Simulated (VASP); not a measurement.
# MnO2 (P-3m1) in VASP: further runs

Runs on MnO2. Level: r2SCAN. Tasks: single point.

Everything below comes from runs of VASP 6.6.1. Logs are shortened: lines on timing, memory, paths and dates and some standing lists are left out, and cuts for length are marked.

### Step 1. The structure

The structure is trigonal, space group P-3m1 (No. 164). Conventional cell: a = 2.857 Å, b = 2.857 Å, c = 4.601 Å, α = 90.00°, β = 90.00°, γ = 120.00°. Mn (site symmetry -3m) has 6 O at 1.90 Å as nearest neighbours. Around O (site symmetry 3m) lie 3 Mn at 1.90 Å.

Measurements of this composition are mostly on another form, of space group No. 136.

### Step 2. Single point, r2SCAN, collinear spin, ferromagnetic start

Contents of INCAR:

```
SYSTEM = MnO2
ADDGRID = .False.
ALGO = Normal
EDIFF = 1E-6
ENCUT = 400
ISIF = 2
ISMEAR = 0
ISPIN = 2
LASPH = .True.
LCHARG = .False.
LMAXMIX = 4
LMIXTAU = .True.
LORBIT = 11
LREAL = .False.
LWAVE = .False.
MAGMOM = 4 0 0
METAGGA = R2SCAN
NBANDS = 24
NELM = 100
PREC = Accurate
SIGMA = 0.05
```

Contents of KPOINTS:

```
k-points
0
Gamma
  5 5 3
  0 0 0
```

Contents of POSCAR:

```
MnO2
1.0
    2.8565781804      0.0000000000      0.0000000000
   -1.4282890902      2.4738692722      0.0000000000
    0.0000000000      0.0000000000      4.6013740589
Mn O
1 2
Direct
    0.0000000000      0.0000000000      0.5000000000
    0.3333333333      0.6666666667      0.7062925700
    0.6666666667      0.3333333333      0.2937074300
```

Potentials or basis: VASP PAW PBE potentials, release 64 (Mn_pv, O).

The run is started by

```
> cat potpaw_PBE.64/Mn_pv/POTCAR potpaw_PBE.64/O/POTCAR > POTCAR
> mpirun -np 1 vasp_std > vasp.out
```

OUTCAR:

```text
SYSTEM = MnO2
   EDIFF = 1E-6
   ENCUT = 400
   ISIF = 2
   ISMEAR = 0
   ISPIN = 2
   LASPH = .True.
   LORBIT = 11
   LREAL = .False.
   METAGGA = R2SCAN
   NELM = 100
   PREC = Accurate

 Found     12 irreducible k-points:

 Following reciprocal coordinates:
            Coordinates               Weight
  0.000000  0.000000  0.000000      1.000000
  0.200000  0.000000  0.000000      6.000000
  0.400000  0.000000  0.000000      6.000000
  0.200000  0.200000  0.000000      6.000000
  0.400000  0.200000  0.000000      6.000000
  0.000000  0.000000  0.333333      2.000000
   k-points           NKPTS =     12   k-points in BZ     NKDIM =     12   number of bands    NBANDS=     24
   number of dos      NEDOS =    301   number of ions     NIONS =      3
   total plane-waves  NPLWV =  12000
   dimension x,y,z NGX =    20 NGY =   20 NGZ =   30
   dimension x,y,z NGXF=    40 NGYF=   40 NGZF=   60
   ions per type =               1   2
   NGX,Y,Z   is equivalent  to a cutoff of  11.64, 11.64, 10.84 a.u.
   NGXF,Y,Z  is equivalent  to a cutoff of  23.28, 23.28, 21.68 a.u.
 SYSTEM =  MnO2
   PREC   = accura    normal or accurate (medium, high low for compatibility)
   ISTART =      0    job   : 0-new  1-cont  2-samecut
   ICHARG =      2    charge: 1-file 2-atom 10-const
   ISPIN  =      2    spin polarized calculation?
   LNONCOLLINEAR =      F non collinear calculations
   LSORBIT =      F    spin-orbit coupling
   LASPH  =      T    aspherical Exc in radial PAW
   ENCUT  =  400.0 eV  29.40 Ry    5.42 a.u.   4.66  4.66  7.50*2*pi/ulx,y,z
   NELM   =    100;   NELMIN=  2; NELMDL= -5     # of ELM steps
   EDIFF  = 0.1E-05   stopping-criterion for ELM
   LREAL  =      F    real-space projection
   EDIFFG = 0.1E-04   stopping-criterion for IOM
   NSW    =      0    number of steps for IOM
   IBRION =     -1    ionic relax: 0-MD 1-quasi-New 2-CG
   NFREE  =      0    steps in history (QN), initial steepest desc. (CG)
   ISIF   =      2    stress and relaxation
   ISYM   =      2    0-nonsym 1-usesym 2-fastsym
   POTIM  = 0.5000    time-step for ionic-motion
   TEBEG  =    0.0;   TEEND  =   0.0 temperature during run
   PSTRESS=    0.0 pullay stress
   NELECT =      25.0000    total number of electrons
   NUPDOWN=      -1.0000    fix difference up-down
   EMIN   =  10.00;   EMAX   =-10.00  energy-range for DOS
   EFERMI =   0.00;   METHOD = LEGACY
   ISMEAR =     0;   SIGMA  =   0.05  broadening in eV -4-tet -1-fermi 0-gaus
   EFERMI_NEDOS =   21; number of points for ismear=-14 and -15
   IALGO  =     38    algorithm
   IMIX   =      4    mixing-type and parameters
     AMIX     =   0.40;   BMIX     =  1.00
     AMIX_MAG =   1.60;   BMIX_MAG =  1.00
  volume/ion in A,a.u.               =      10.84        73.15
  Fermi-wavevector in a.u.,A,eV,Ry     =   1.499747  2.834111 30.602787  2.249241
  Thomas-Fermi vector in A             =   2.611337
   LORBIT       =     11    0 simple, 1 ext, 2 COOP (PROOUT), +10 PAW based schemes
   METAGGA = R2SCAN    functional components
   LHFCALC =     F    Hartree Fock is set to
   AEXX    =    0.0000 exact exchange contribution
   IVDW    =     0    specifies the selected vdW correction
   LEPSILON=     F    determine dielectric tensor
   LRPA    =     F    only Hartree local field effects (RPA)
 spin polarized calculation
 Gauss-broadening in eV      SIGMA  =   0.05
  energy-cutoff  :      400.00
  volume of cell :       32.52
 maximum number of plane-waves:       598
 NGX is ok and might be reduce to    20
   NGX =  9   NGY =  9   NGZ = 15

 number of electron      24.9999995 magnetization       2.9999870

 Free energy of the ion-electron system (eV)
  ---------------------------------------------------
  ext. energy  EPLUGINS =         0.00000000
  ---------------------------------------------------
  free energy    TOTEN  =       -32.57996665 eV

  energy without entropy =      -32.57996665  energy(sigma->0) =      -32.57996665

 E-fermi :   2.7942     XC(G=0): -11.5612

 val. band max:        2.4238863300   @ k =   0.0000   0.2000   0.3333
 cond. band min:       4.4171200154   @ k =   0.0000   0.0000   0.3333
 fundamental gap:      1.9932336853
 Fermi energy:         2.7942406106

 spin component 1

 k-point     1 :       0.0000    0.0000    0.0000
  band No.  band energies     occupation
      1     -49.7599      1.00000
      2     -49.7318      1.00000
      3     -49.7317      1.00000
      4     -17.7309      1.00000
      5     -15.4402      1.00000
      6      -3.7708      1.00000
[... 16 lines left out ...]
     23      26.0531      0.00000
     24      27.6730      0.00000

 k-point     2 :       0.2000    0.0000    0.0000
  band No.  band energies     occupation
      1     -49.7863      1.00000
      2     -49.7506      1.00000
      3     -49.7439      1.00000
      4     -17.2515      1.00000
      5     -15.5867      1.00000
      6      -3.4160      1.00000
[... 16 lines left out ...]
     23      25.5720      0.00000
     24      26.1490      0.00000

 k-point     3 :       0.4000    0.0000    0.0000
  band No.  band energies     occupation
      1     -49.8734      1.00000
      2     -49.7637      1.00000
      3     -49.7360      1.00000
      4     -16.3488      1.00000
      5     -15.8557      1.00000
      6      -4.0306      1.00000
[... 16 lines left out ...]
     23      24.6238      0.00000
     24      26.1409      0.00000

 k-point     4 :       0.2000    0.2000    0.0000
  band No.  band energies     occupation
      1     -49.8424      1.00000
      2     -49.7745      1.00000
      3     -49.7386      1.00000
      4     -16.5515      1.00000
      5     -15.7850      1.00000
      6      -3.3080      1.00000
[... 16 lines left out ...]
     23      23.4389      0.00000
     24      26.1694      0.00000

 k-point     5 :       0.4000    0.2000    0.0000
  band No.  band energies     occupation
      1     -49.8686      1.00000
      2     -49.8013      1.00000
      3     -49.7312      1.00000
      4     -16.0179      1.00000
      5     -15.9566      1.00000
      6      -3.7592      1.00000
[... 16 lines left out ...]
     23      22.5831      0.00000
     24      26.1758      0.00000

 k-point     6 :       0.0000    0.0000    0.3333
  band No.  band energies     occupation
      1     -49.7600      1.00000
      2     -49.7320      1.00000
      3     -49.7319      1.00000
      4     -17.6439      1.00000
      5     -15.5831      1.00000
      6      -3.3237      1.00000
[... 16 lines left out ...]
     23      26.1036      0.00000
     24      26.7913      0.00000

 [... further k-points ...]

 spin component 2

 k-point     1 :       0.0000    0.0000    0.0000
  band No.  band energies     occupation
      1     -45.6335      1.00000
      2     -45.6334      1.00000
      3     -45.4365      1.00000
      4     -17.6729      1.00000
      5     -15.3953      1.00000
      6      -2.6293      1.00000
[... 16 lines left out ...]
     23      28.6804      0.00000
     24      28.7840      0.00000

 k-point     2 :       0.2000    0.0000    0.0000
  band No.  band energies     occupation
      1     -45.7027      1.00000
      2     -45.6483      1.00000
      3     -45.4237      1.00000
      4     -17.1917      1.00000
      5     -15.5336      1.00000
      6      -2.4134      1.00000
[... 16 lines left out ...]
     23      26.1023      0.00000
     24      27.9658      0.00000

 k-point     3 :       0.4000    0.0000    0.0000
  band No.  band energies     occupation
      1     -45.8128      1.00000
      2     -45.6725      1.00000
      3     -45.4031      1.00000
      4     -16.2874      1.00000
      5     -15.7958      1.00000
      6      -3.0493      1.00000
[... 16 lines left out ...]
     23      25.3510      0.00000
     24      27.7840      0.00000

 k-point     4 :       0.2000    0.2000    0.0000
  band No.  band energies     occupation
      1     -45.7735      1.00000
      2     -45.6863      1.00000
      3     -45.4070      1.00000
      4     -16.4919      1.00000
      5     -15.7234      1.00000
      6      -2.2494      1.00000
[... 16 lines left out ...]
     23      24.0206      0.00000
     24      27.5121      0.00000

 k-point     5 :       0.4000    0.2000    0.0000
  band No.  band energies     occupation
      1     -45.8062      1.00000
      2     -45.7202      1.00000
      3     -45.3965      1.00000
      4     -15.9523      1.00000
      5     -15.8994      1.00000
      6      -2.8730      1.00000
[... 16 lines left out ...]
     23      23.2371      0.00000
     24      27.7078      0.00000

 k-point     6 :       0.0000    0.0000    0.3333
  band No.  band energies     occupation
      1     -45.6338      1.00000
      2     -45.6337      1.00000
      3     -45.4366      1.00000
      4     -17.5854      1.00000
      5     -15.5364      1.00000
      6      -2.2661      1.00000
[... 16 lines left out ...]
     23      27.6411      0.00000
     24      27.6412      0.00000

 [... further k-points ...]

------------------------ aborting loop because EDIFF is reached ----------------------------------------

  FORCE on cell =-STRESS in cart. coord.  units (eV):
  Direction    XX          YY          ZZ          XY          YZ          ZX
  --------------------------------------------------------------------------------------
  -------------------------------------------------------------------------------------
  Total       -1.1653953     -1.1653953     -1.2926956      0.0000000      0.0000000     -0.0000000
  in kB      -57.4213564    -57.4213564    -63.6936954      0.0000000      0.0000000     -0.0000000
  external PRESSURE =     -59.5121361 kB  Pullay stress =       0.0000000 kB

 VOLUME and BASIS-vectors are now :
 -----------------------------------------------------------------------------
  energy-cutoff  :      400.00
  volume of cell :       32.52
      direct lattice vectors                 reciprocal lattice vectors
     2.856578180  0.000000000  0.000000000     0.350069187  0.202112539  0.000000000
    -1.428289090  2.473869272  0.000000000     0.000000000  0.404225078  0.000000000
     0.000000000  0.000000000  4.601374059     0.000000000  0.000000000  0.217326387

 POSITION                                       TOTAL-FORCE (eV/Angst)
 -----------------------------------------------------------------------------------
      0.00000      0.00000      2.30069         0.000000      0.000000      0.000000
     -0.00000      1.64925      3.24992         0.000000      0.000000     -0.023895
      1.42829      0.82462      1.35146        -0.000000      0.000000      0.023895
 -----------------------------------------------------------------------------------
    total drift:                                0.000000     -0.000000      0.000000

  FREE ENERGIE OF THE ION-ELECTRON SYSTEM (eV)
  ---------------------------------------------------
  free  energy   TOTEN  =       -32.5799666506 eV

  energy  without entropy=      -32.5799666506  energy(sigma->0) =      -32.57996665

 total charge

# of ion       s       p       d       tot
------------------------------------------
    1        0.382   6.468   4.860  11.710
    2        1.612   3.460   0.000   5.071
    3        1.612   3.460   0.000   5.071
--------------------------------------------------
tot          3.606  13.388   4.860  21.853

 magnetization (x)

# of ion       s       p       d       tot
------------------------------------------
    1        0.030   0.039   2.868   2.937
    2        0.004   0.002   0.000   0.006
    3        0.004   0.002   0.000   0.006
--------------------------------------------------
tot          0.038   0.042   2.868   2.948
```

It took 94 s on 1 thread of Intel Xeon Platinum 8375C at 2.90GHz (Ice Lake), shared host; peak memory 0.14 GiB.

The run converged, but some of its settings lie outside the range that counts as converged, so its numbers aren't taken as properties of the crystal.

Results:

```yaml
Free_energy: -32.5800 eV
Largest_force: 0.024 eV/Å
Band_gap_on_the_k_mesh: 1.99 eV, indirect (least direct gap 2.03 eV)
Net_moment: 3.00 μB per cell
Site_moments: Mn +2.94; O +0.01 μB
Valence_electrons_inside_the_program's_atomic_spheres: Mn 11.71; O 5.07
```

Caveat: the k mesh is coarse (spacing up to 0.51 Å⁻¹), so the values aren't converged; the cutoff is under 1.25 times the usual one of these potentials, so pressure, stress and relaxed cells hold a basis-set (Pulay) error; the PAW data sets were made with another functional, which shifts forces and pressure a little; an odd mesh through Γ misses points on the zone boundary, where band edges often lie; a cell with one magnetic atom can't hold antiferromagnetic order, which such compounds often take.

### Step 3. Single point, r2SCAN, collinear spin, ferromagnetic start

INCAR is that of step 2.

KPOINTS is that of step 2.

Contents of POSCAR:

```
MnO2
1.0
    2.8565781804      0.0000000000      0.0000000000
   -1.4282890902      2.4738692722      0.0000000000
    0.0000000000      0.0000000000      4.6013740589
Mn O
1 2
Direct
    0.0186700000     -0.0033200000      0.4886240000
    0.3165570000      0.6444560000      0.7182440000
    0.6490790000      0.3390650000      0.3129550000
```

Potentials or basis: VASP PAW PBE potentials, release 64 (Mn_pv, O).

The run is started by

```
> cat potpaw_PBE.64/Mn_pv/POTCAR potpaw_PBE.64/O/POTCAR > POTCAR
> mpirun -np 1 vasp_std > vasp.out
```

OUTCAR:

```text
SYSTEM = MnO2
   EDIFF = 1E-6
   ENCUT = 400
   ISIF = 2
   ISMEAR = 0
   ISPIN = 2
   LASPH = .True.
   LORBIT = 11
   LREAL = .False.
   METAGGA = R2SCAN
   NELM = 100
   PREC = Accurate

 Found     38 irreducible k-points:

 Following reciprocal coordinates:
            Coordinates               Weight
  0.000000  0.000000  0.000000      1.000000
  0.200000  0.000000  0.000000      2.000000
  0.000000  0.200000  0.000000      2.000000
 -0.200000  0.200000  0.000000      2.000000
  0.400000  0.000000  0.000000      2.000000
  0.000000  0.400000  0.000000      2.000000
   k-points           NKPTS =     38   k-points in BZ     NKDIM =     38   number of bands    NBANDS=     24
[... 419 lines left out ...]
      direct lattice vectors                 reciprocal lattice vectors
     2.856578180  0.000000000  0.000000000     0.350069187  0.202112539  0.000000000
    -1.428289090  2.473869272  0.000000000     0.000000000  0.404225078  0.000000000
     0.000000000  0.000000000  4.601374059     0.000000000  0.000000000  0.217326387

 POSITION                                       TOTAL-FORCE (eV/Angst)
 -----------------------------------------------------------------------------------
     -1.37021      2.46566      2.24834        -1.781892     -0.169497      3.773743
     -0.01620      1.59430      3.30491         0.095530      0.497784     -1.266724
      1.36986      0.83880      1.44002         1.686362     -0.328287     -2.507019
 -----------------------------------------------------------------------------------
    total drift:                               -0.013185     -0.003533      0.003978

  FREE ENERGIE OF THE ION-ELECTRON SYSTEM (eV)
  ---------------------------------------------------
  free  energy   TOTEN  =       -32.2342229223 eV

  energy  without entropy=      -32.2342229223  energy(sigma->0) =      -32.23422292

 total charge

# of ion       s       p       d       tot
------------------------------------------
    1        0.394   6.484   4.906  11.785
    2        1.614   3.412   0.000   5.027
    3        1.611   3.530   0.000   5.141
--------------------------------------------------
tot          3.620  13.427   4.906  21.953

 magnetization (x)

# of ion       s       p       d       tot
------------------------------------------
    1        0.029   0.040   2.832   2.900
    2        0.005  -0.028   0.000  -0.024
    3        0.004   0.058   0.000   0.061
--------------------------------------------------
tot          0.038   0.069   2.832   2.938
```

OSZICAR:

```text
N       E                     dE             d eps       ncg     rms          rms(c)
DAV:   1     0.201831865998E+03    0.20183E+03   -0.12523E+04  3688   0.102E+03
DAV:   2    -0.342152708244E+02   -0.23605E+03   -0.22268E+03  4072   0.331E+02
DAV:   3    -0.460981143271E+02   -0.11883E+02   -0.11833E+02  4176   0.822E+01
DAV:   4    -0.461959972995E+02   -0.97883E-01   -0.97876E-01  4208   0.785E+00
DAV:   5    -0.461971973579E+02   -0.12001E-02   -0.12001E-02  4248   0.831E-01    0.335E+01
DAV:   6    -0.361826592998E+02    0.10015E+02   -0.66025E+01  3928   0.763E+01    0.307E+01
DAV:   7    -0.326358093891E+02    0.35468E+01   -0.59306E+01  3928   0.618E+01    0.144E+01
DAV:   8    -0.319382644537E+02    0.69754E+00   -0.29200E+00  4000   0.161E+01    0.556E+00
DAV:   9    -0.321027879735E+02   -0.16452E+00   -0.91098E-01  4048   0.758E+00    0.315E+00
DAV:  10    -0.322239576477E+02   -0.12117E+00   -0.13080E-01  3848   0.261E+00    0.130E+00
DAV:  11    -0.322319256115E+02   -0.79680E-02   -0.45081E-02  4088   0.195E+00    0.319E-01
DAV:  12    -0.322337261943E+02   -0.18006E-02   -0.43745E-03  3952   0.486E-01    0.165E-01
DAV:  13    -0.322340778031E+02   -0.35161E-03   -0.10758E-03  4216   0.281E-01    0.631E-02
DAV:  14    -0.322341930985E+02   -0.11530E-03   -0.16127E-04  4336   0.103E-01    0.330E-02
DAV:  15    -0.322342304643E+02   -0.37366E-04   -0.46196E-05  4216   0.436E-02    0.187E-02
DAV:  16    -0.322342273976E+02    0.30667E-05   -0.54480E-06  4520   0.235E-02    0.101E-02
DAV:  17    -0.322342222389E+02    0.51587E-05   -0.57698E-06  3544   0.214E-02    0.275E-03
DAV:  18    -0.322342229223E+02   -0.68341E-06   -0.50360E-07  2648   0.501E-03
   1 F= -.32234223E+02 E0= -.32234223E+02  d E =-.820759E-11  mag=     3.0000
```

Run time: 3.4 min. Hardware: 1 thread of Intel Xeon Platinum 8375C at 2.90GHz (Ice Lake), shared host; peak memory 0.16 GiB.

These settings aren't checked as converged: the numbers below hold their error.

Results:

| Property | Result |
| --- | --- |
| Free energy | -32.2342 eV |
| Largest force | 4.177 eV/Å |
| Band gap on the k mesh | 1.88 eV, indirect (least direct gap 1.98 eV) |
| Net moment | 3.00 μB per cell |
| Site moments | Mn +2.90; O -0.02, +0.06 μB |
| Valence electrons inside the program's atomic spheres | Mn 11.79; O 5.03, 5.14 |

Caveat: the k mesh is coarse (spacing up to 0.51 Å⁻¹), so the values aren't converged; the cutoff is under 1.25 times the usual one of these potentials, so pressure, stress and relaxed cells hold a basis-set (Pulay) error; the PAW data sets were made with another functional, which shifts forces and pressure a little; an odd mesh through Γ misses points on the zone boundary, where band edges often lie; a cell with one magnetic atom can't hold antiferromagnetic order, which such compounds often take.

(Continued in part 2 of 2.)
